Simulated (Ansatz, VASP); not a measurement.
**One calculation of Li, two programs**

```
CELL_PARAMETERS angstrom
-1.75465 1.75465 1.75465
1.75465 -1.75465 1.75465
1.75465 1.75465 -1.75465
ATOMIC_POSITIONS crystal
Li 0.00000 0.00000 0.00000
```

Alike in both runs: task relaxation of cell and atoms; functional PBE; k mesh 16 × 16 × 16; occupations gaussian, width 0.1 eV; no spin polarisation.

|  | VASP | Ansatz |
| --- | --- | --- |
| version | VASP 6.6.1 | Ansatz 0.2.0 |
| potentials or method | VASP PAW PBE potentials, release 64 (Li_sv) | scalar-relativistic, plane waves, PAW |
| plane-wave cutoff (eV) | 600 | 420 |
| valence electrons in the cell | 3 | 3 |

VASP gave:

| Property | Result |
| --- | --- |
| gap on the k mesh at the Fermi level, each at its own relaxed structure (eV) | none |
| relaxed volume (Å³/atom) | 20.07 |
| relaxed cell length with the largest relative difference (Å) | 2.965 |
| energy change over the relaxation (meV/atom) | -5 |

Task: What did Ansatz give for the same quantities?

Result: gap on the k mesh at the Fermi level, each at its own relaxed structure (eV): none; relaxed volume (Å³/atom): 20.21; relaxed cell length with the largest relative difference (Å): 2.972; energy change over the relaxation (meV/atom): -4.

A gap of «none» marks a metal or a gap that the smearing closes.

Caveats: the cutoff is under 1.25 times the usual one of these potentials, so pressure, stress and relaxed cells hold a basis-set (Pulay) error (VASP).
